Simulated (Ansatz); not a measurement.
Band transport in Ti₃Al₅

Method: DFT PBEsol, scalar-relativistic, plane waves, PAW (Ansatz 0.2.0). Cutoff 420 eV, 10×10×4 k-points (Γ-centred), Fermi-Dirac smearing of 0.15 eV. No spin polarisation.

Relaxed structure:
```yaml
crystal:
  lattice:
    - [3.89468, 0.00000, 0.00000]
    - [0.00000, 3.89468, 0.00000]
    - [0.00000, 0.00000, 8.26110]
  atoms:
    - { symbol: Ti, position: [0.00000, 0.00000, 0.50000] }
    - { symbol: Ti, position: [0.50000, 0.50000, 0.00000] }
    - { symbol: Ti, position: [0.50000, 0.50000, 0.50000] }
    - { symbol: Al, position: [0.00000, 0.50000, 0.25228] }
    - { symbol: Al, position: [0.00000, 0.50000, 0.74772] }
    - { symbol: Al, position: [0.50000, 0.00000, 0.25228] }
    - { symbol: Al, position: [0.50000, 0.00000, 0.74772] }
    - { symbol: Al, position: [0.00000, 0.00000, 0.00000] }
```

In a metal these results depend on the k mesh and the smearing.

Constant relaxation time and rigid bands. The levels are interpolated over the whole zone and filled by a Fermi function at the stated temperature, with the chemical potential set by the electron count. Seebeck coefficients of a few μV/K are small differences and uncertain even in sign.

**Question.** Give the Drude plasma energies, the density of states at the chemical potential and σ/τ at 300 K.

**Answer.**
* Plasma energy xx, yy, zz: 3.69, 3.69, 2.53 eV
* Density of states (thermally broadened): 5.46 states/eV/cell
* Conductivity over τ, xx, yy, zz: 2.8, 2.8, 1.3 ×10²⁰ (Ω·m·s)⁻¹

**Question.** And the Seebeck coefficient (μV/K)?

**Answer.**
```csv
T (K),Sxx,Syy,Szz
300,-0.1,-0.1,-9.1
600,0.6,0.6,1.7
900,4.0,4.0,16.0
```

Whether Ti3Al5 exists in this form wasn't checked.

Cost: 1 run of about 10 core-minutes, on Arm Neoverse V2 (shared hosts).